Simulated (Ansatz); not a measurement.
Computed with DFT PBE, scalar-relativistic, plane waves, PAW (Ansatz). Settings: cutoff 420 eV, Γ-centred meshes spaced at most about 0.3 Å⁻¹, and about 0.25 Å⁻¹ or finer for metals (2π included), Gaussian smearing. No spin polarisation in the final relaxations.

All energies are static (0 K, no zero-point motion).

Two forms of In3GaAs4 were relaxed alike.

A.

```
CELL_PARAMETERS angstrom
4.28798 0.00000 0.00000
-2.14399 3.71350 0.00000
0.00000 0.00000 14.13593
ATOMIC_POSITIONS crystal
In 0.33333 0.66667 0.00016
In 0.66667 0.33333 0.25633
In 0.66667 0.33333 0.74414
Ga 0.33333 0.66667 0.50037
As 0.33333 0.66667 0.18944
As 0.33333 0.66667 0.67747
As 0.66667 0.33333 0.44665
As 0.66667 0.33333 0.93345
```

B.

```
CELL_PARAMETERS angstrom
4.29036 0.00000 0.00000
0.00000 4.29036 0.00000
0.00000 0.00000 12.20222
ATOMIC_POSITIONS crystal
In 0.50000 0.50000 0.24133
In 0.00000 0.00000 0.50000
In 0.50000 0.50000 0.75867
Ga 0.00000 0.00000 0.00000
As 0.50000 0.00000 0.11131
As 0.00000 0.50000 0.37062
As 0.50000 0.00000 0.62938
As 0.00000 0.50000 0.88869
```

Problem. Which is lower in energy, and by how much?

Solution. B is lower, by 16 meV/atom. A has In and Ga ordered on wurtzite sites, space group P3m1 (No. 156), 28.1 Å³/atom and no gap on its mesh; B has In and Ga ordered on zinc blende sites, space group P-4m2 (No. 115), 28.1 Å³/atom and no gap. In A, In on its first site has 4 As at 2.65–2.68 Å; Ga has 4 As at 2.50–2.59 Å; around As on its first site lie 4 In at 2.65–2.68 Å; 5 more sites not described. In B, In on a site of symmetry 2mm has 4 As at 2.66–2.67 Å; around Ga lie 4 As at 2.54 Å; around As on its first site lie 2 Ga at 2.54 Å and 2 In at 2.67 Å; 2 more sites not described. Both come from invented guesses.

The zero gap of P3m1, P-4m2 may come from the functional, which often closes small gaps. With atoms moved at random, P3m1 came back. Other cells relaxed within their symmetry can be saddle points.
